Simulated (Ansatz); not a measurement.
# WS2: the cost of one run

Program: Ansatz 0.2.0. Level of theory: DFT PBE+D3(BJ), scalar-relativistic, plane waves, PAW. These are calculated values, not measurements.

3 further runs of the same task are left out: 3 set aside as unsound or not needed.

**1. Starting point**

The structure is trigonal, space group R3m (No. 160). Conventional cell: a = 3.157 Å, b = 3.157 Å, c = 18.118 Å, α = 90.00°, β = 90.00°, γ = 120.00°. Around W (site symmetry 3m) lie 6 S at 2.41 Å. Around S (site symmetry 3m) lie 3 W at 2.41 Å.

Structure file:

```cif
data_structure
_symmetry_space_group_name_H-M 'R3m:H'
_symmetry_Int_Tables_number 160
_cell_length_a 3.1572
_cell_length_b 3.1572
_cell_length_c 18.1179
_cell_angle_alpha 90.000
_cell_angle_beta 90.000
_cell_angle_gamma 120.000
_cell_volume 156.40
loop_
_atom_site_label
_atom_site_type_symbol
_atom_site_symmetry_multiplicity
_atom_site_Wyckoff_symbol
_atom_site_fract_x
_atom_site_fract_y
_atom_site_fract_z
_atom_site_occupancy
W1 W 3 a 0.66667 0.33333 0.33268 1
S1 S 3 a 0.66667 0.33333 0.08611 1
S2 S 3 a 0.33333 0.66667 0.24584 1
```

It is the result of an earlier relaxation at this level (volume 17.38 Å³/atom; gap on the mesh: 0.91 eV).

**2. Static run: bands, density of states and charges**

Contents of input.yaml:

```yaml
crystal:
  lattice:
    - [1.5786015496, 0.9114060296, 6.0393062431]
    - [-1.5786015496, 0.9114060296, 6.0393062431]
    - [0.0, -1.8228120591, 6.0393062431]
  atoms:
    - { symbol: W, position: [0.0006554627, 0.0006554627, 0.0006554627] }
    - { symbol: S, position: [0.2472223803, 0.2472223803, 0.2472223803] }
    - { symbol: S, position: [0.420822157, 0.420822157, 0.420822157] }
basis:
  ecutwfc: 420
kpoints:
  mp_grid: { grid: [12, 12, 12] }
  band_path:
    path:
      - [[0.0, 0.0, 0.0], [-0.5, -0.5, -0.5], [-0.5, -0.1818497, -0.8181503]]
      - [[-0.1818497, 0.1818497, -0.5], [0.0, 0.0, -0.5], [0.0, 0.0, 0.0], [0.0, 0.34092485, -0.34092485]]
      - [[-0.34092485, 0.0, -0.65907515], [-0.5, 0.0, -0.5], [0.0, 0.0, 0.0]]
    npoints: 14
hamiltonian:
  xc: pbe
  dispersion: d3bj
scf:
  occupations: { method: gaussian, width: 0.02 }
  n_extra_bands: 7
output:
  forces: true
  stress: true
  eigenvalues: true
  populations: true
  dos: { projected: true, de: 0.02, nscf_kmesh: { grid: [18, 18, 18] } }
  bader: true
```

Command:

```bash
$ ansatz run input.yaml --threads 1 --pin off --max-ram 2560MiB --backend cpu --events-out ev --progress --plain --runs-dir out
```

What time and memory should one allow on 1 thread of Intel Xeon Platinum 8375C at 2.90GHz (Ice Lake), shared host?

About 78 s, with a peak of 0.65 GiB.
